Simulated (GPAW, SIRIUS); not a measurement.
This is a calculation of TiCo for SIRIUS 7.12.0. The cell comes from a database or a generator and needn't be the stable form of this composition.

sirius.json

```json
{
  "control": {
    "processing_unit": "cpu",
    "verbosity": 2,
    "num_bands_to_print": 23,
    "print_forces": true,
    "print_stress": true
  },
  "parameters": {
    "electronic_structure_method": "pseudopotential",
    "xc_functionals": ["XC_GGA_X_PBE_SOL", "XC_GGA_C_PBE_SOL"],
    "gk_cutoff": 9.8,
    "pw_cutoff": 19.6,
    "ngridk": [9, 9, 9],
    "shiftk": [0, 0, 0],
    "smearing": "fermi_dirac",
    "smearing_width": 0.0018374661,
    "num_bands": 23,
    "num_mag_dims": 1,
    "num_dft_iter": 100,
    "energy_tol": 1e-08,
    "density_tol": 1e-06
  },
  "iterative_solver": {
    "type": "davidson",
    "min_tolerance": 1e-10
  },
  "mixer": {
    "type": "anderson",
    "beta": 0.5,
    "max_history": 8
  },
  "settings": {
    "tol_ne": 1e-10,
    "pseudo_grid_cutoff": 6.5,
    "smooth_initial_mag": true
  },
  "unit_cell": {
    "lattice_vectors": [
      [5.642931948835, 0.0, 0.0],
      [0.0, 5.642931948835, 0.0],
      [0.0, 0.0, 5.642931948835]
    ],
    "atom_coordinate_units": "lattice",
    "atom_types": ["Co", "Ti"],
    "atom_files": {
      "Ti": "Ti.json",
      "Co": "Co.json"
    },
    "atoms": {
      "Co": [
        [0.5, 0.5, 0.5, 0.0, 0.0, 2.0]
      ],
      "Ti": [
        [0.0, 0.0, 0.0, 0.0, 0.0, 1.0]
      ]
    }
  }
}
```

Potentials or basis: PseudoDojo 0.4.1 PBEsol standard (scalar relativistic).

Launch:

```sh
$ upf_to_json Ti.upf
$ upf_to_json Co.upf
$ OMP_NUM_THREADS=1 sirius.scf --input=sirius.json --output=out.json --task=0
```

**Question.** Translate it to GPAW 26.7.0 (ASE script). Potentials or basis there: PAW data sets generated for this functional, cutoff 600 eV.

**Answer.** As run (cutoffs and basis follow the program's own potentials, and thresholds, step limits or extra output files can differ):

run.py

```python
from ase import Atoms
from ase.dft.bandgap import bandgap
from ase.io import write
from ase.units import GPa
from gpaw import GPAW, PW, setup_paths

setup_paths.insert(0, '.')

atoms = Atoms(['Co', 'Ti'],
              cell=[[2.98611099, 0.0, 0.0],
                    [0.0, 2.98611099, 0.0],
                    [0.0, 0.0, 2.98611099]],
              scaled_positions=[[0.5, 0.5, 0.5],
                                [0.0, 0.0, 0.0]],
              pbc=True)
atoms.set_initial_magnetic_moments([2.0, 1.0])

calc = GPAW(mode=PW(600),
            xc='PBEsol',
            kpts={'size': (9, 9, 9), 'gamma': True},
            occupations={'name': 'fermi-dirac', 'width': 0.05},
            nbands=23,
            convergence={'density': 1e-05, 'energy': 1e-05},
            maxiter=150,
            txt='gpaw.txt')
atoms.calc = calc
energy = atoms.get_potential_energy()
forces = atoms.get_forces()
stress = atoms.get_stress()
calc.write('gs.gpw')
write('result.traj', atoms)
print(f'Energy: {energy:.6f} eV')
print('Forces (eV/A):')
print(forces.round(4))
print('Stress (GPa):', (stress / GPa).round(3))
print('Moments:', calc.get_magnetic_moments().round(3))
print('Fermi level:', round(calc.get_fermi_level(), 4), 'eV')
print(f'Gap: {bandgap(calc)[0]:.4f} eV, direct: {bandgap(calc, direct=True)[0]:.4f} eV')
```

Potentials or basis: PAW data sets generated in the run's folder for this functional, pw.

Run with:

```console
$ gpaw-setup -f PBEsol Co Ti
$ OMP_NUM_THREADS=1 python run.py
```

Both were run:

|  | SIRIUS | GPAW |
| --- | --- | --- |
| Pressure | -8.3 GPa | -8.5 GPa |
| Net moment | 0.69 μB per cell | 0.71 μB per cell |

The potentials hold 29 and 21 valence electrons a cell.

The magnetic state is the one that the start led to; the real crystal's order can differ.

Pressure is positive in compression.
